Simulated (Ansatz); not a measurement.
**AlN (rocksalt) from LDA to hybrids**

All numbers come from Ansatz 0.2.0. Note: simulated data, non-magnetic, for a generated structure that need not be the stable one.

Structure: AlN (rocksalt), at its r2SCAN minimum. The symmetry is Fm-3m (No. 225, cubic); a = 4.038 Å in the conventional setting, 8.23 Å³ an atom. Al is surrounded by 6 N at 2.02 Å; N is surrounded by 6 Al at 2.02 Å.

```cif
data_structure
_symmetry_space_group_name_H-M 'Fm-3m'
_symmetry_Int_Tables_number 225
_cell_length_a 4.0377
_cell_length_b 4.0377
_cell_length_c 4.0377
_cell_angle_alpha 90.000
_cell_angle_beta 90.000
_cell_angle_gamma 90.000
_cell_volume 65.83
loop_
_atom_site_label
_atom_site_type_symbol
_atom_site_symmetry_multiplicity
_atom_site_Wyckoff_symbol
_atom_site_fract_x
_atom_site_fract_y
_atom_site_fract_z
_atom_site_occupancy
Al1 Al 4 a 0.00000 0.00000 0.00000 1
N1 N 4 b 0.50000 0.00000 0.00000 1
```

Relaxed lattice by functional, symmetry kept:
```csv
functional,k mesh,a (Å),volume (Å³/atom)
PBE,10×10×10,4.071,8.43
r2SCAN,10×10×10,4.038,8.23
PBEsol,10×10×10,4.045,8.27
LDA,10×10×10,4.011,8.07
HSE06,6×6×6,4.030,8.18
```

Gaps on the r2SCAN cell, each the least over its mesh and the special points:
```json
{"level": "LDA", "k mesh": "10×10×10", "gap (eV)": "4.51", "kind": "indirect", "edges": "Γ → X", "least direct gap (eV)": "5.81", "rough cost": "1.5 core-seconds"}
{"level": "PBE", "k mesh": "10×10×10", "gap (eV)": "4.67", "kind": "indirect", "edges": "Γ → X", "least direct gap (eV)": "5.73", "rough cost": "1.6 core-seconds"}
{"level": "r2SCAN", "k mesh": "10×10×10", "gap (eV)": "5.52", "kind": "indirect", "edges": "Γ → X", "least direct gap (eV)": "6.53", "rough cost": "4 core-seconds"}
{"level": "r2SCANh", "k mesh": "8×8×8", "gap (eV)": "6.27", "kind": "indirect", "edges": "Γ → X", "least direct gap (eV)": "7.32", "rough cost": "110 core-seconds"}
{"level": "HSE06", "k mesh": "8×8×8", "gap (eV)": "6.08", "kind": "indirect", "edges": "Γ → X", "least direct gap (eV)": "7.27", "rough cost": "60 core-seconds"}
{"level": "DDH-PBE0", "k mesh": "8×8×8", "gap (eV)": "6.35", "kind": "indirect", "edges": "Γ → X", "least direct gap (eV)": "7.50", "rough cost": "70 core-seconds"}
{"level": "PBE0", "k mesh": "8×8×8", "gap (eV)": "6.83", "kind": "indirect", "edges": "Γ → X", "least direct gap (eV)": "8.01", "rough cost": "60 core-seconds"}
{"level": "r2SCAN0", "k mesh": "8×8×8", "gap (eV)": "7.40", "kind": "indirect", "edges": "Γ → X", "least direct gap (eV)": "8.52", "rough cost": "110 core-seconds"}
{"level": "G0W0@PBE (49 empty bands, 120 eV, 6×6×6)", "k mesh": "6×6×6", "gap (eV)": "6.24", "kind": "–", "edges": "Γ → X (mesh)", "least direct gap (eV)": "–", "rough cost": "15 core-seconds"}
{"level": "G0W0@PBE (121 empty bands, 220 eV, 6×6×6)", "k mesh": "6×6×6", "gap (eV)": "6.44", "kind": "–", "edges": "Γ → X (mesh)", "least direct gap (eV)": "–", "rough cost": "60 core-seconds"}
```
PBE: smearing of 0.02 eV; the others have fixed occupations.
Wave cutoffs: 420 eV, 500 eV (r2SCAN, r2SCANh, r2SCAN0).
The G0W0 gap is PBE's gap over the path plus the quasiparticle shift read on the mesh. The G0W0 figures hold for the stated bands, cutoff and mesh and aren't extrapolated.
Costs come from shared machines and give only the order; PBE's includes the band path. The runs had 2 threads of Arm Neoverse N1, with other jobs on the host.

The HSE06 gap is indirect, 6.08 eV (Γ to X), below the direct gap of 7.27 eV at Γ.

Taking G0W0@PBE (121 empty bands, 220 eV, 6×6×6), 6.44 eV, as the yardstick (a computed one, not at the basis limit), DDH-PBE0 comes nearest, -0.09 eV off, at about 20 times r2SCAN's cost; G0W0 itself took about 16 times r2SCAN's cost. The others: r2SCANh -0.17, HSE06 -0.36, PBE0 +0.39, r2SCAN -0.92, r2SCAN0 +0.96, PBE -1.77, LDA -1.93 eV. The yardstick still moved by +0.21 eV in its last step of bands and cutoff, so this order can change. r2SCAN covers 60 % of the step from PBE to HSE06, while HSE06 needs about 18 times r2SCAN's cost (on a coarser mesh). Among these functionals the gap stays indirect.

The meshes of the hybrids are coarse, so their gaps aren't converged to the digits shown.
